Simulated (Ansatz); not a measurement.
# KI in Ansatz: the effect of functional

KI:

```
CELL_PARAMETERS angstrom
0.00000 3.53277 3.53277
3.53277 0.00000 3.53277
3.53277 3.53277 0.00000
ATOMIC_POSITIONS crystal
I 0.50000 0.50000 0.50000
K 0.00000 0.00000 0.00000
```

Alike in all runs:

| Property | Result |
| --- | --- |
| Program | Ansatz 0.2.0 |
| Task | single point |
| Potentials or basis | all-electron PAW datasets made for the crystal |
| k mesh | 6 × 6 × 6 |
| Occupations | fermi-dirac, width 0.05 eV |
| Spin | no spin polarisation |

Problem. One run gave: gap on the mesh 5.65 eV; pressure 0.4 GPa. Which functional did it use?
A. HSE06
B. PBE0
C. PBE

Solution. B.

```tsv
functional	cutoff	gap on the mesh (eV)	pressure (GPa)
PBE	200 eV (chosen from the basis error)	3.97	0.6
HSE06	290 eV (chosen from the basis error)	4.96	0.4
PBE0	290 eV (chosen from the basis error)	5.65	0.4
```

Caveats: spin-orbit coupling is left out, which moves the levels of the heavy elements.

The runs don't all hold the same shells in valence.
